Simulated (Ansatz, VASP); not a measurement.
**Mo3S: VASP beside Ansatz**

The input INCAR:

```
SYSTEM = Mo3S
  PREC = Accurate
  ENCUT = 600
  EDIFF = 1E-6
  ISMEAR = 0
  SIGMA = 0.1
  LREAL = .False.
  LASPH = .True.
  NELM = 100
  ALGO = Normal
  ISIF = 3
  LWAVE = .False.
  LCHARG = .False.
  GGA = PE
  IBRION = 2
  NSW = 90
  EDIFFG = -0.04
```

Contents of KPOINTS:

```
Automatic mesh
0
Gamma
  4 4 4
  0 0 0
```

Contents of POSCAR:

```
Mo3S
1.0
    3.9947135394      0.0000000000      0.0000000000
    0.0000000000      3.9947135394      0.0000000000
    0.0000000000      0.0000000000      3.9947135394
Mo S
3 1
Direct
    0.0000000000      0.5000000000      0.5000000000
    0.5000000000      0.0000000000      0.5000000000
    0.5000000000      0.5000000000      0.0000000000
    0.0000000000      0.0000000000      0.0000000000
```

Input for Ansatz:

```yaml
crystal:
  lattice:
    - [3.9947135394, 0.0, 0.0]
    - [0.0, 3.9947135394, 0.0]
    - [0.0, 0.0, 3.9947135394]
  atoms:
    - { symbol: Mo, position: [0.0, 0.5, 0.5] }
    - { symbol: Mo, position: [0.5, 0.0, 0.5] }
    - { symbol: Mo, position: [0.5, 0.5, 0.0] }
    - { symbol: S, position: [0.0, 0.0, 0.0] }
basis:
  ecutwfc: 420
kpoints:
  mp_grid: { grid: [4, 4, 4] }
hamiltonian:
  xc: pbe
scf:
  occupations: { method: gaussian, width: 0.1 }
  lower_state_search: "off"
output:
  forces: true
  stress: true
  eigenvalues: true
relax:
  adjacent_minimum: "off"
  f_tol: 0.04
  max_steps: 70
  cell: { stress_tol: 0.4 }
```

Alike in both runs: task relaxation of cell and atoms; functional PBE; k mesh 4 × 4 × 4; occupations gaussian, width 0.1 eV; no spin polarisation.

|  | VASP | Ansatz |
| --- | --- | --- |
| version | VASP 6.6.1 | Ansatz 0.2.0 |
| potentials or method | VASP PAW PBE potentials, release 64 (Mo_sv, S) | scalar-relativistic, plane waves, PAW |
| plane-wave cutoff (eV) | 600 | 420 |
| valence electrons in the cell | 48 | 48 |

|  | VASP | Ansatz | Ansatz less VASP |
| --- | --- | --- | --- |
| gap on the k mesh at the Fermi level, each at its own relaxed structure (eV) | none | none | - |
| relaxed volume (Å³/atom) | 15.05 | 14.98 | -0.066 |
| relaxed cell length with the largest relative difference (Å) | 3.919 | 3.913 | -0.0057 |
| energy change over the relaxation (meV/atom) | -31 | -33 | -1.7 |

A gap of «none» marks a metal or a gap that the smearing closes.

Caveats: the k mesh is coarse (spacing up to 0.39 Å⁻¹), so the values aren't converged.
